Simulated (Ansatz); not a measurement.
## BAs: tetragonal deformation path

These are results of Ansatz 0.2.0, DFT PBE, scalar-relativistic, plane waves, PAW, not measurements. Cutoff 420 eV, Γ-centred 12×12×12 k-points, Gaussian smearing of 0.05 eV. No spin polarisation. Energies are free energies at this smearing, counted from the undisturbed cell; pressure is positive in compression.

The undisturbed cell (as given, not relaxed at this level; it stands at 2.8 GPa):

```xyz
2
Lattice="0.0000 2.3885 2.3885 2.3885 0.0000 2.3885 2.3885 2.3885 0.0000" Properties=species:S:1:pos:R:3 pbc="T T T"
B     0.0000    0.0000    0.0000
As    3.5827    3.5827    3.5827
```

At fixed volume and fractional coordinates, lengths along (0.000, 0.000, 1.000) are scaled against those across it; ρ is that ratio over its starting value.

| ρ | ΔE (meV/atom) |
| --- | --- |
| 0.650 | 570.9 |
| 0.707 | 425.3 |
| 0.780 | 257.8 |
| 0.850 | 127.3 |
| 0.920 | 37.3 |
| 0.960 | 9.4 |
| 1.000 | 0.0 |
| 1.050 | 14.7 |
| 1.100 | 58.4 |
| 1.200 | 228.8 |
| 1.300 | 493.7 |
| 1.414 | 837.9 |
| 1.500 | 1055.5 |

Problem. Predict the pressure (GPa) at each point.

Solution.
```
    ρ  pressure (GPa)
0.650            -2.8
0.707            -0.8
0.780             1.0
0.850             2.2
0.920             2.7
0.960             2.8
1.000             2.8
1.050             2.8
1.100             2.8
1.200             2.9
1.300             3.4
1.414             4.0
1.500             3.8
```